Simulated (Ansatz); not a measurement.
EuS (rocksalt structure)

Method: PBE+U (U_eff = 6 eV on Eu 4f) with spin–orbit coupling; two-component spinors; PAW, 420 eV, Γ-centred 8×8×8 mesh, 0.05 eV Gaussian smearing; code Ansatz. The datasets are Ansatz's generated set soft_2.

```
Eu S
1.0
     0.00000    2.99238    2.99238
     2.99238    0.00000    2.99238
     2.99238    2.99238    0.00000
Eu S
1 1
Direct
  0.50000 0.50000 0.50000
  0.00000 0.00000 0.00000
```

The compound is reported in the structure type of the start.

Magnetic state: ferromagnetic, site spin moments Eu 6.49 μB, along [111] (Cartesian), which lowers the symmetry.

The pressure at this geometry is -0.1 GPa.

Which orbitals make up the states within about 0.6 eV of each band edge?

Valence edge: Eu 4f 71 %, S 3p 24 %. Conduction edge: Eu 5d 92 %. Shares are among the projected shells; the gap is 0.66 eV.

Density of states (tetrahedra, averaged over 0.3 eV; states/eV per cell of 2 atoms; energy in eV from the Fermi level; projections on Löwdin-orthogonalised atomic orbitals, summed over sites):

```
    E  total  Eu 5d  S 3p  Eu 4f j=7/2  Eu 4f j=5/2  Eu 6s
-4.30    0.0    0.0   0.0          0.0          0.0    0.0
-4.00    0.6    0.1   0.3          0.0          0.0    0.1
-3.70    1.8    0.3   1.1          0.0          0.0    0.2
-3.40    2.3    0.3   1.6          0.0          0.0    0.3
-3.10    1.5    0.2   1.1          0.0          0.0    0.1
-2.80    5.0    0.9   3.6          0.2          0.2    0.0
-2.50    6.1    0.9   4.4          0.3          0.4    0.0
-2.20    2.0    0.2   1.6          0.0          0.0    0.0
-1.90    0.8    0.1   0.6          0.0          0.0    0.0
-1.60    9.7    0.1   0.2          2.7          6.6    0.0
-1.30    9.0    0.1   0.2          5.7          2.9    0.0
-1.00    4.0    0.1   0.4          2.9          0.5    0.0
-0.70    0.7    0.0   0.2          0.3          0.1    0.0
-0.40    0.0    0.0   0.0          0.0          0.0    0.0
-0.10    0.0    0.0   0.0          0.0          0.0    0.0
 0.20    0.0    0.0   0.0          0.0          0.0    0.0
 0.50    0.0    0.0   0.0          0.0          0.0    0.0
 0.80    0.1    0.1   0.0          0.0          0.0    0.0
 1.10    0.2    0.2   0.0          0.0          0.0    0.0
 1.40    0.4    0.3   0.0          0.0          0.0    0.0
 1.70    0.5    0.4   0.0          0.0          0.0    0.0
 2.00    0.7    0.6   0.1          0.0          0.0    0.0
 2.30    1.0    0.8   0.1          0.0          0.0    0.0
 2.60    1.2    1.0   0.1          0.0          0.0    0.1
 2.90    1.4    1.0   0.1          0.0          0.0    0.1
 3.20    1.5    1.1   0.1          0.0          0.0    0.1
 3.50    1.3    0.9   0.1          0.0          0.0    0.1
 3.80    1.7    1.2   0.1          0.0          0.0    0.2
 4.10    2.4    1.7   0.2          0.0          0.0    0.2
 4.40    2.8    2.0   0.3          0.0          0.0    0.2
 4.70    3.0    2.0   0.2          0.0          0.0    0.3
 5.00    3.2    2.2   0.3          0.0          0.0    0.3
 5.30    3.0    2.0   0.2          0.0          0.0    0.3
 5.60    3.0    2.0   0.2          0.0          0.0    0.3
 5.90    2.4    1.5   0.2          0.0          0.0    0.2
```

Formal charges Eu²⁺, S²⁻ leave Eu²⁺ with an open 4f⁷ shell. A part-filled shell gives a gap only if something splits it: here on each such atom exchange fills one spin channel and leaves the other empty, so the half-filled shell acts almost as a closed one, and the gap is 0.66 eV.

The gap runs from the occupied 4f levels to the empty 5d band of the same element, so it moves with the U that sets the depth of the f levels.

Of the 6.99 f electrons on Eu, 3.29 have j = 5/2 and 3.70 have j = 7/2, a share of 47 % in j = 5/2. Without spin–orbit coupling the share would be 6/14 = 43 %, in the jj limit 86 %, so the shell stands 10 % of the way to jj coupling; exchange, which aligns spins across both levels, holds it back.

Hund's first rule gives Eu²⁺ with 7 f electrons 7 unpaired spins, a spin moment of 7 μB; the run has 6.49 μB on Eu (Gaussian weights of 0.5 Å) and 6.99 f electrons on orthogonalised orbitals. The moment is close to the ion's, so in this run the shell is localised and nearly fully polarised.

Site moments are of spin, integrated over Gaussian weights of 0.5 Å, which gives about a tenth less on f atoms than spheres do.
